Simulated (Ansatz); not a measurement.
# Al: molecular dynamics, part 2 of 2

Aim: heat the crystal hard, then run on and watch the hot state. Runs: 100 steps of 2 fs under a Langevin thermostat at 900 K; 100 steps of 2 fs under a Langevin thermostat and barostat at 630 K and 0 GPa. The start is the crystal (fcc), its volume scaled by 1.05.

Ansatz 0.2.0; DFT PBEsol, plane waves, PAW, scalar-relativistic, no spin polarisation. Earlier steps stand in the parts before.

## Step 7: More of the same log: dynamics from the last frame of the run before

The log, continued, cut to the lines that bear on the results:

```text
md step    25: t =    50.00 fs  T =   691.2 K  F+E_penalty+E_count = -16782.56429828 eV  E_kin = 2.858972 eV  conserved = -16778.97664221 eV  P_inst = -1.0579 GPa  V = 554.2279 Å³  selection 1  (5 SCF iters)
[...]
md step    38: t =    76.00 fs  T =   823.6 K  F+E_penalty+E_count = -16783.15886145 eV  E_kin = 3.406749 eV  conserved = -16778.97748219 eV  P_inst = -0.6767 GPa  V = 547.5172 Å³  selection 1  (5 SCF iters)
[...]
md step    51: t =   102.00 fs  T =   735.3 K  F+E_penalty+E_count = -16782.68831827 eV  E_kin = 3.041512 eV  conserved = -16778.97698404 eV  P_inst = 0.6045 GPa  V = 540.7668 Å³  selection 1  (5 SCF iters)
[...]
md step    64: t =   128.00 fs  T =   793.9 K  F+E_penalty+E_count = -16782.60574601 eV  E_kin = 3.283783 eV  conserved = -16778.97807836 eV  P_inst = 1.6454 GPa  V = 535.1086 Å³  selection 1  (5 SCF iters)
[...]
  atom   4  Al    -0.17586542     0.07033262     0.57647801
  atom   5  Al     0.11273211    -0.00590597    -0.11441926
  atom   6  Al    -0.35833035    -0.05174875     0.64797809
  atom   7  Al    -0.09882396     0.01369223     0.01107233
  atom   8  Al     0.36585079    -0.18613247    -0.55408932
[...]
--- Stress (GPa, compression-positive) ---
       -2.097898      -0.352231      -0.372644
       -0.352231      -1.767725      -0.158162
       -0.372644      -0.158162      -1.551616
  P = ⅓ Tr σ = -1.8057 GPa (-18.057 kbar)
--- MD trajectory: 100 steps, t = 0.0 → 200.0 fs ---
  final state: T = 658.3 K   F+E_penalty+E_count = -16782.58837380 eV   E_kin = 2.722928 eV
  conserved energy: peak-to-peak 1.988e-3 eV (6.213e-5 eV/atom) over 200.0 fs
  cell: V = 554.9442 Å³ at the end; means of 101 rows, the approach among them: V = 546.9389 Å³, P_inst = 0.0878 GPa
  mean static stress (GPa): xx -0.6734  yy -0.2836  zz -0.4808  yz -0.2632  xz 0.0072  xy -0.0035
  the result is of one more SCF, on plane waves selected at the last cell: its energy does not rank with the rows'
```

Wall time 13 min (2 threads of Arm Neoverse V2, shared host); peak memory 1.2 GiB.

## Step 8: The trajectory

One step in 6; energies are changes from step 0; msd is the mean square displacement from the start, the centre of mass held:

| time (fs) | T (K) | potential energy change (meV/atom) | conserved energy change (meV/atom) | volume (Å³/atom) | pressure (GPa) | msd Al (Å²) |
| --- | --- | --- | --- | --- | --- | --- |
| 0.0 | 610 | 0.0 | 0.00 | 17.44 | -0.1 | 0.000 |
| 12.0 | 639 | -10.1 | -0.03 | 17.46 | -0.5 | 0.008 |
| 24.0 | 697 | -24.5 | -0.03 | 17.45 | -0.9 | 0.030 |
| 36.0 | 689 | -32.0 | -0.03 | 17.40 | -1.0 | 0.063 |
| 48.0 | 659 | -41.3 | 0.01 | 17.33 | -1.0 | 0.098 |
| 60.0 | 803 | -58.1 | -0.04 | 17.24 | -1.1 | 0.133 |
| 72.0 | 816 | -63.8 | -0.03 | 17.14 | -0.8 | 0.171 |
| 84.0 | 759 | -56.0 | -0.02 | 17.04 | -0.3 | 0.211 |
| 96.0 | 674 | -47.3 | 0.00 | 16.94 | 0.4 | 0.240 |
| 108.0 | 715 | -48.7 | -0.01 | 16.86 | 0.8 | 0.253 |
| 120.0 | 816 | -49.4 | -0.04 | 16.76 | 1.4 | 0.253 |
| 132.0 | 770 | -42.4 | -0.05 | 16.72 | 1.7 | 0.243 |
| 144.0 | 639 | -33.9 | -0.02 | 16.77 | 1.7 | 0.231 |
| 156.0 | 604 | -34.7 | -0.01 | 16.83 | 1.3 | 0.215 |
| 168.0 | 633 | -38.1 | -0.04 | 16.93 | 0.8 | 0.198 |
| 180.0 | 669 | -38.1 | -0.04 | 17.09 | 0.1 | 0.189 |
| 192.0 | 631 | -38.9 | -0.01 | 17.25 | -0.7 | 0.177 |
| 200.0 | 658 | -44.7 | -0.01 | 17.34 | -1.3 | 0.165 |

time (fs), T (K) and a bar:
```
      0.0        610 #
      8.0        636 ####
     18.0        686 ###########
     26.0        722 ###############
     34.0        693 ###########
     44.0        655 #######
     52.0        712 ##############
     60.0        803 ##########################
     70.0        820 ############################
     78.0        836 ##############################
     86.0        728 ################
     96.0        674 #########
    104.0        707 #############
    114.0        812 ###########################
    122.0        808 ##########################
    130.0        778 #######################
    140.0        655 #######
    148.0        625 ###
    156.0        604 
    166.0        646 #####
    174.0        626 ###
    182.0        646 #####
    192.0        631 ####
    200.0        658 #######
```

Pair distribution over the second half of the run:

```
r (Å)  g Al–Al
 0.68     0.00
 0.84     0.00
 1.00     0.00
 1.16     0.00
 1.32     0.00
 1.48     0.00
 1.64     0.00
 1.80     0.00
 1.96     0.00
 2.12     0.00
 2.28     0.00
 2.44     0.19
 2.60     1.65
 2.76     3.83
 2.92     3.87
 3.08     2.20
 3.24     0.68
 3.40     0.14
 3.56     0.09
 3.72     0.22
 3.88     0.64
 4.04     0.92
```

First peaks of g(r) (not always the tallest), and, where a minimum follows, the mean number of second-named atoms round a first-named one up to the next minimum:

```csv
pair,peak (Å),height,minimum (Å),neighbours
Al–Al,2.84,4.2,3.56,12.1
```

## Step 9: Frames from the trajectory

Positions (Å) and forces (eV/Å):

```xyz
32
Lattice="8.194 0.000 0.000 0.000 8.194 0.000 0.000 0.000 8.194" Properties=species:S:1:pos:R:3:forces:R:3 pbc="T T T" time_fs=66.0 T=831 dE=-2.0270
Al    4.024   -0.047    0.172   -0.322    0.166   -0.203
Al    6.152    2.172   -0.086   -0.056   -1.087    0.398
Al    6.153    0.033    2.020   -0.257   -0.373    0.148
Al    0.031   -0.079   -0.043   -0.421   -0.103    0.176
Al    1.777    2.063    0.008    0.834   -0.394    0.446
Al    4.219    4.017    0.082   -0.713   -0.029    0.010
Al    5.835    6.189    0.103    0.827   -0.284   -0.003
Al    1.824   -0.378    2.342    0.305    0.433   -0.562
Al    4.065    1.939    2.053   -0.301    0.027    0.113
Al    6.163    3.822    2.097   -0.401    0.301   -0.239
Al    3.985   -0.323    4.054    0.170    0.491    0.223
Al    6.021    1.834    4.198    0.019   -0.335    0.097
Al    6.152   -0.422    6.032    0.076    0.674    0.315
Al    0.066    4.037   -0.144   -0.524   -0.200    1.192
Al    1.945    6.154    0.152    0.386   -0.218    0.044
Al   -0.102    1.857    2.046    0.439    0.015    0.016
Al    2.003    3.956    2.163   -0.038   -0.088   -0.256
Al    4.068    5.912    2.197   -0.402   -0.137   -0.337
Al    0.055   -0.033    4.289   -0.602   -0.606   -0.365
Al    2.028    1.865    4.153   -0.024    0.412   -0.441
Al    4.144    3.766    4.260   -0.345    0.438   -0.225
Al    5.963    5.913    4.041    0.519   -0.062    0.301
Al    2.031    0.030    6.142   -0.076   -0.976    0.432
Al    3.816    1.898    6.257    1.017    0.202    0.181
Al    6.136    3.937    6.241   -0.004    0.527   -0.624
Al   -0.298    6.030    2.089    0.393   -0.119   -0.100
Al   -0.201    3.783    3.980    0.596    0.378    0.659
Al    1.949    5.768    4.220   -0.136    0.222    0.085
Al   -0.039    1.893    6.188   -0.263    0.334   -0.222
Al    2.157    4.087    6.348    0.017   -0.266   -0.273
Al    4.085    6.067    6.201   -0.357   -0.169    0.031
Al    0.071    5.888    6.364   -0.353    0.823   -1.017
32
Lattice="8.119 0.000 0.000 0.000 8.119 0.000 0.000 0.000 8.119" Properties=species:S:1:pos:R:3:forces:R:3 pbc="T T T" time_fs=134.0 T=749 dE=-1.3021
Al    3.840   -0.142    0.222    1.038    0.361   -0.472
Al    5.861    1.751    0.189    0.390    0.289    0.606
Al    5.915   -0.342    2.178    0.127    0.649   -0.272
Al   -0.143   -0.074    0.239    0.179   -0.116   -0.582
Al    2.162    1.947    0.287   -0.691    0.344   -0.792
Al    3.832    4.006    0.223    0.849   -0.206   -0.547
Al    6.216    5.921   -0.087   -0.273    0.570    0.527
Al    2.091    0.070    2.064   -0.983   -0.829    1.188
Al    3.888    1.915    2.366   -0.058    0.499   -0.495
Al    5.908    3.939    2.069    0.194    0.346   -0.062
Al    3.973    0.080    4.413   -0.317   -0.224   -0.590
Al    5.920    2.029    3.854    0.898   -0.358    1.112
Al    6.040   -0.009    6.093    0.367   -0.353    0.241
Al   -0.234    3.799    0.196    0.451    0.018   -0.478
Al    1.971    6.049    0.218   -0.463   -0.130   -0.664
Al   -0.103    1.862    2.090    0.166    0.131    0.477
Al    1.934    4.044    2.086   -0.175   -0.389    0.542
Al    4.024    5.951    1.951    0.173   -0.039    0.804
Al   -0.048   -0.446    3.912    0.262    2.077   -0.508
Al    1.873    2.238    4.432    0.538   -1.209   -0.803
Al    3.989    4.026    4.351   -0.066    0.209   -0.405
Al    6.111    5.939    4.158   -0.975   -0.025   -0.554
Al    1.896   -0.038    6.329   -0.101    0.386   -0.244
Al    4.299    2.043    6.306   -0.904    0.276   -0.319
Al    6.026    4.214    6.112    0.088   -0.824    0.227
Al   -0.015    5.935    1.997   -0.362   -0.391   -0.066
Al    0.091    4.125    4.251   -0.488   -0.183   -0.710
Al    2.179    6.100    3.976   -0.025   -0.036    0.386
Al   -0.277    1.995    6.027    0.015   -0.065    0.356
Al    1.961    3.990    6.313   -0.039    0.660    0.508
Al    4.024    6.250    6.343   -0.161   -0.776   -0.445
Al    0.008    6.198    5.831    0.346   -0.661    2.037
32
Lattice="8.218 0.000 0.000 0.000 8.218 0.000 0.000 0.000 8.218" Properties=species:S:1:pos:R:3:forces:R:3 pbc="T T T" time_fs=200.0 T=658 dE=-1.4307
Al    4.002   -0.014    0.154    0.070   -0.083    0.015
Al    6.086    2.037    0.551   -0.220   -0.764   -0.615
Al    6.038   -0.307    2.163    0.127    0.927   -0.183
Al    0.022   -0.039    0.021   -0.176    0.070    0.577
Al    2.050    2.001    0.270    0.113   -0.006   -0.114
Al    4.130    4.105    0.043   -0.358   -0.052    0.648
Al    6.246    6.137    0.153   -0.099    0.014    0.011
Al    1.759   -0.060    2.279    0.366   -0.186   -0.554
Al    4.038    2.101    2.359    0.281   -0.388    0.051
Al    6.035    4.127    2.252    0.059    0.047    0.439
Al    3.976    0.061    4.382    0.116    0.347   -0.215
Al    6.260    2.066    4.455   -0.862    0.904   -0.528
Al    6.177    0.073    6.343   -0.268   -0.308    0.367
Al   -0.122    3.700    0.282    0.535    1.177    0.203
Al    1.978    6.108   -0.006    0.052    0.130    0.631
Al   -0.041    2.139    2.470   -0.307   -0.199   -0.836
Al    2.053    3.892    2.356   -0.428    0.746   -0.745
Al    4.028    6.018    2.335   -0.582    0.574   -1.011
Al   -0.239    0.244    4.207    0.469   -1.571    0.377
Al    1.994    1.872    4.198    0.135    0.864    0.483
Al    3.776    4.357    4.274    0.636   -0.868    0.690
Al    5.823    6.405    4.280    1.080   -0.835    0.416
Al    1.896    0.248    6.235    0.365   -0.514    0.513
Al    4.341    2.188    6.294   -0.793   -0.162    0.195
Al    6.241    4.152    6.542    0.189   -0.087   -0.751
Al   -0.096    5.999    2.319    0.224    0.257   -0.238
Al   -0.021    4.143    4.260   -0.126    0.156    0.597
Al    1.947    6.428    4.371   -0.198   -0.392   -0.152
Al   -0.072    2.078    6.435    0.180    0.131   -0.253
Al    1.951    4.153    6.356    0.010   -0.426   -0.132
Al    4.187    6.081    6.359   -0.295    0.443    0.243
Al   -0.016    6.188    6.279   -0.293    0.052   -0.128
```

On run 2: Against a set 630 K the second half averages 688 K with a spread of 67 K (in equilibrium 32 atoms would scatter by about 91 K, over a far longer run). The conserved energy strays from its start by at most 0.06 meV/atom, under 0.1 % of the mean kinetic energy, so a step of 2 fs is short enough over this time. The atom that moves most swings out by 1.37 Å (the median distance to the nearest neighbour, bonds to H left out, is 2.61 Å), and none ends a neighbour distance from its start. The volume changes by -0.5 % from first to last step, and is still moving at the end, so it is no equilibrium value. Counted from the crystal's sites, with the common drift removed, the atoms stand 0.24 Å away over the last tenth of the run (root mean square), 8 % of the neighbour distance: under the 10 to 20 % at which crystals usually melt.

## Step 10: Results

What follows sums up all 2 parts.

```
                                     quantity                                     value
                                run 1: length                         100 steps of 2 fs
      run 1: temperature, first and last step                             872 and 944 K
              run 1: temperature, second half            mean 994 K, from 778 to 1263 K
         run 1: potential energy, second half  +123 meV/atom from this run's first step
 run 1: mean square displacement, second half                               Al 0.102 Å²
                                run 2: length                         100 steps of 2 fs
      run 2: temperature, first and last step                             610 and 658 K
              run 2: temperature, second half             mean 688 K, from 595 to 823 K
         run 2: potential energy, second half   -41 meV/atom from this run's first step
run 2: largest change of the conserved energy                             0.06 meV/atom
           run 2: volume, first and last step                   17.44 and 17.34 Å³/atom
 run 2: mean square displacement, second half                               Al 0.219 Å²
```

**Reading.** Mean temperatures of the second halves: 994 K, 688 K. In the last run: counted from the crystal's sites, with the common drift removed, the atoms stand 0.24 Å away over the last tenth of the run (root mean square), 8 % of the neighbour distance: under the 10 to 20 % at which crystals usually melt. 200 fs on 32 atoms is far too short and small for converged averages.
